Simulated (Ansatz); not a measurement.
## ZnS: ³³S NMR of the central transition

Cell: a computed structure from the Materials Project (it need not be an observed phase).

```xyz
16
Lattice="3.8063 0.0000 0.0000 -1.9032 3.2964 0.0000 0.0000 0.0000 24.9110" Properties=species:S:1:pos:R:3 pbc="T T T"
Zn    0.0000    2.1976    3.1100
Zn    0.0000    0.0000    0.0063
Zn    1.9032    1.0988   15.5646
Zn    1.9032    1.0988   21.8035
Zn    0.0000    0.0000   18.6835
Zn    0.0000    2.1976    9.3485
Zn    0.0000    0.0000   12.4545
Zn    1.9032    1.0988    6.2270
S     1.9032    1.0988    8.5666
S     1.9032    1.0988   24.1401
S     0.0000    2.1976    5.4427
S     0.0000    0.0000   14.7855
S     0.0000    0.0000    2.3364
S     0.0000    0.0000   21.0199
S     0.0000    2.1976   11.6802
S     1.9032    1.0988   17.9008
```

Sites (sets of like atoms) are named by element and the number of their first atom in this list.

Computed with Ansatz: DFT, PBE, plane waves and PAW (field gradients read without the response of the frozen cores, which leaves them typically 4 to 6 % off), scalar-relativistic, 420 eV cutoff, Γ-centred 8×8×2 k-points, Fermi–Dirac smearing 0.02 eV.

³³S has I = 3/2 and Q = -69.40 mb (Pyykkö 2018); at 9.4 T its Larmor frequency is ν₀ = 30.8 MHz. Only the quadrupole interaction is simulated: positions count from each site's isotropic chemical shift, and J coupling is left out, as are shift anisotropy and dipolar coupling, which fast spinning averages.

(1) What does the ³³S spectrum (fast magic-angle spinning) show for each site?

Results:

(1) 

```
site          first shell  C_Q (MHz)     η  P_Q (MHz)  δ_QIS (ppm)  breadth (kHz)
  S9  4 Zn at 2.33–2.34 Å     -0.392  0.00      0.392        -4.06          0.267
 S10  4 Zn at 2.33–2.34 Å     -0.296  0.00      0.296        -2.32          0.153
 S11       4 Zn at 2.33 Å     -0.189  0.00      0.189       -0.947         0.0624
 S12       4 Zn at 2.33 Å     -0.074  0.00      0.074       -0.144        0.00950
 S13       4 Zn at 2.33 Å      0.057  0.00      0.057      -0.0849        0.00560
 S14  4 Zn at 2.33–2.34 Å     -0.479  0.00      0.479        -6.06          0.399
 S15       4 Zn at 2.33 Å      0.007  0.00      0.007     -0.00143        0.00009
 S16  4 Zn at 2.33–2.34 Å     -0.418  0.00      0.418        -4.63          0.305
```

δ_QIS = −(ν_Q²/30ν₀²)[I(I+1) − 3/4](1 + η²/3) × 10⁶ ppm with ν_Q = 3|C_Q|/[2I(2I−1)]; it falls as 1/B₀² in ppm, and the breadth as 1/B₀ in kHz.

An axis of threefold or higher order runs through S9, S10, S11, S12, S13 and S14 and others, so V_zz lies along it and η is zero.

Hardware: 1 thread of Intel Xeon 6975P-C (Granite Rapids) (x86_64; 24 cores open to the job, memory cap 3.0 GiB, no GPU), a shared host with a load of 0.3 a core. Wall time 37 s, CPU time 37 s, peak memory 0.78 GiB.
